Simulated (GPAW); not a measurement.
Wanted: an ASE script for a GPAW 26.7.0 run.

- Task: relaxation of cell and atoms
- Functional: mBEEF
- Potentials or basis: GPAW PAW data sets (gpaw-data 1.2.1)
- Cutoff: 600 eV
- Basis: pw
- k mesh: 7 × 7 × 4
- Occupations: fermi-dirac, width 0.05 eV
- Spin: no spin polarisation
- Target pressure: 5 GPa
- Maxiter: 150
- Optimizer: BFGS
- Fmax: 0.02 eV/Å
- Max steps: 40
- Target pressure: 5 GPa
- Convergence: density=1e-06 energy=1e-06 eigenstates=1e-10

TaS2:

```xyz
3
Lattice="3.3500 0.0000 0.0000 -1.6750 2.9012 0.0000 0.0000 0.0000 5.8600" Properties=species:S:1:pos:R:3 pbc="T T T"
Ta    0.0000    0.0000    0.0000
S     1.6750    0.9671    4.3950
S     0.0000    1.9341    1.4650
```

These files were run (other wordings do the same):

run.py

```python
from ase import Atoms
from ase.filters import FrechetCellFilter
from ase.io import write
from ase.optimize import BFGS
from ase.units import GPa
from gpaw import GPAW, PW

atoms = Atoms(['Ta', 'S', 'S'],
              cell=[[3.35, 0.0, 0.0],
                    [-1.675, 2.9011851027, 0.0],
                    [0.0, 0.0, 5.86]],
              scaled_positions=[[0.0, 0.0, 0.0],
                                [0.6666666667, 0.3333333333, 0.75],
                                [0.3333333333, 0.6666666667, 0.25]],
              pbc=True)

calc = GPAW(mode=PW(600),
            xc='mBEEF',
            kpts={'size': (7, 7, 4), 'gamma': True},
            occupations={'name': 'fermi-dirac', 'width': 0.05},
            nbands=25,
            convergence={'density': 1e-06, 'energy': 1e-06, 'eigenstates': 1e-10},
            maxiter=150,
            txt='gpaw.txt')
atoms.calc = calc
opt = BFGS(FrechetCellFilter(atoms, scalar_pressure=5 * GPa), trajectory='relax.traj', logfile='-')
done = opt.run(fmax=0.02, steps=40)
calc.write('gs.gpw')
write('result.traj', atoms)
print('Converged:', done)
print('Cell:', atoms.cell.cellpar().round(4))
print('Volume:', round(atoms.get_volume(), 4))
print(atoms.get_scaled_positions().round(5))
```

Potentials or basis: GPAW PAW data sets (gpaw-data 1.2.1), pw.

Launch:

```sh
$ OMP_NUM_THREADS=1 python run.py
```

Results of the run:

```json
{"Relaxed volume": "18.54 Å³/atom", "Relaxed cell": "a = 3.315 Å, b = 3.315 Å, c = 5.843 Å, α = 90.00°, β = 90.00°, γ = 120.00°", "Space group after relaxing (to 0.05 Å)": "P-3m1 (No. 164)", "Energy change on relaxing (the enthalpy is what falls)": "+3.6 meV/atom", "Ionic steps": "12", "Pressure after relaxing": "5.0 GPa", "Largest force after relaxing": "0.006 eV/Å", "Band gap on the k mesh": "none (metal or under the smearing width)"}
```

Caveat: later steps reuse the first step's grids; the PAW data sets were made with another functional, which shifts forces and pressure a little.

Run time: 9.1 min on 1 thread of Intel(R) Xeon(R) 6975P-C (Granite Rapids), with other jobs on the host, peak memory 1.6 GiB.
